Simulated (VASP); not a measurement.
The system is Y.

```xyz
1
Lattice="-1.8860 1.8860 1.8860 1.8860 -1.8860 1.8860 1.8860 1.8860 -1.8860" Properties=species:S:1:pos:R:3 pbc="T T T"
Y     0.0000    0.0000    0.0000
```

The cell was built by a generator and needn't be a form met in nature.

```yaml
Program: VASP 6.6.1
Task: relaxation of cell and atoms
Functional: RPBE
Potentials_or_basis: VASP PAW PBE potentials, release 64 (Y_sv)
Cutoff: 600 eV
k_mesh: 7 × 7 × 7
Occupations: tetrahedron
Spin: no spin polarisation
```

At the start: pressure 12.6 GPa; volume 26.83 Å³/atom.

Task: Where does the relaxation end?

Result: Over 5 steps the energy falls by 244.8 meV/atom and the volume is 34.15 Å³/atom (+27.3 %); space group Im-3m (No. 229, to 0.05 Å).

The path:
```tsv
step	energy change (eV)	largest force (eV/Å)	pressure (GPa)	volume (Å³)
1	0.0000	0.0000	12.61	26.83
2	-0.2361	0.0000	-1.72	35.90
3	-0.2447	0.0000	0.10	34.07
4	-0.2448	0.0000	-0.07	34.22
5	-0.2448	0.0000	0.01	34.15
```

Final structure:
```
Y
1.0
    -2.04382    2.04382    2.04382
     2.04382   -2.04382    2.04382
     2.04382    2.04382   -2.04382
Y
1
Direct
  0.00000 0.00000 0.00000
```

Caveat: the volume moved by over 15 % at a fixed basis, so the end points are rough; the PAW data sets were made with another functional, which shifts forces and pressure a little; tetrahedron occupations give inexact forces and stress in metals.
